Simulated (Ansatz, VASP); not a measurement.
One calculation of MgI2, two programs

File INCAR:

```
SYSTEM = MgI2
PREC     = Accurate       ! precision mode
ENCUT    = 520            ! plane-wave cutoff, eV
EDIFF    = 1E-6           ! SCF threshold, eV
ISMEAR   = 0              ! smearing method
SIGMA    = 0.05           ! smearing width, eV
LREAL    = .FALSE.        ! projectors in reciprocal space
LASPH    = .TRUE.         ! aspherical terms in the spheres
NELM     = 100            ! most SCF steps
ALGO     = Normal         ! electronic algorithm
ISIF     = 2              ! what is computed and relaxed
LWAVE    = .FALSE.        ! write WAVECAR
LCHARG   = .TRUE.         ! write CHGCAR
GGA      = PE             ! functional
LELF     = .TRUE.         ! ELF
LVHAR    = .TRUE.       
NBANDS   = 15             ! bands
```

File KPOINTS:

```
Automatic mesh
0
G
  6 6 4
  0 0 0
```

The input POSCAR:

```
MgI2
1.0
    4.2950988506      0.0000000000      0.0000000000
   -2.1475494253      3.7196647164      0.0000000000
    0.0000000000      0.0000000000      7.9749240755
Mg I
1 2
Direct
    0.0000000000      0.0000000000      0.0000000000
    0.3333333333      0.6666666667      0.7820264016
    0.6666666667      0.3333333333      0.2179735984
```

Input for Ansatz:

```yaml
crystal:
  lattice:
    - [4.2950988506, 0.0, 0.0]
    - [-2.1475494253, 3.7196647164, 0.0]
    - [0.0, 0.0, 7.9749240755]
  atoms:
    - { symbol: Mg, position: [0.0, 0.0, 0.0] }
    - { symbol: I, position: [0.3333333333, 0.6666666667, 0.7820264016] }
    - { symbol: I, position: [0.6666666667, 0.3333333333, 0.2179735984] }
basis:
  ecutwfc: 520.0
kpoints:
  mp_grid: { grid: [6, 6, 4] }
hamiltonian:
  xc: pbe
scf:
  occupations: { method: gaussian, width: 0.05 }
output:
  forces: true
  stress: true
  eigenvalues: true
```

Alike in both runs: task single point; functional PBE; k mesh 6 × 6 × 4; occupations gaussian, width 0.05 eV; no spin polarisation.

|  | VASP | Ansatz |
| --- | --- | --- |
| version | VASP 6.6.1 | Ansatz 0.2.0 |
| potentials or method | VASP PAW PBE potentials, release 64 (Mg, I) | scalar-relativistic, plane waves, PAW |
| plane-wave cutoff (eV) | 520 | 520 |
| valence electrons in the cell | 16 | 44 |

```tsv
	VASP	Ansatz	Ansatz less VASP
gap on the k mesh at the Fermi level (eV)	3.42	3.43	+0.016
least direct gap on the mesh (eV)	3.42	3.43	+0.016
pressure (GPa)	-1.7	-1.6	+0.05
largest component of the traceless stress (GPa)	0.13	0.13	+0.005
rms of the force components (eV/Å)	0.192	0.188	-0.0045
```

Atom by atom the forces differ by 0.004 eV/Å (rms over components). With one functional, cell and mesh, what is left measures potentials, basis and numerics. The two sets of potentials don't hold the same shells in valence.

Caveats: spin-orbit coupling is left out, which moves the levels of the heavy elements; this functional lacks dispersion, which binds the layers, so the pressure and a relaxed spacing across them are unreliable. A k mesh can miss the band edges.
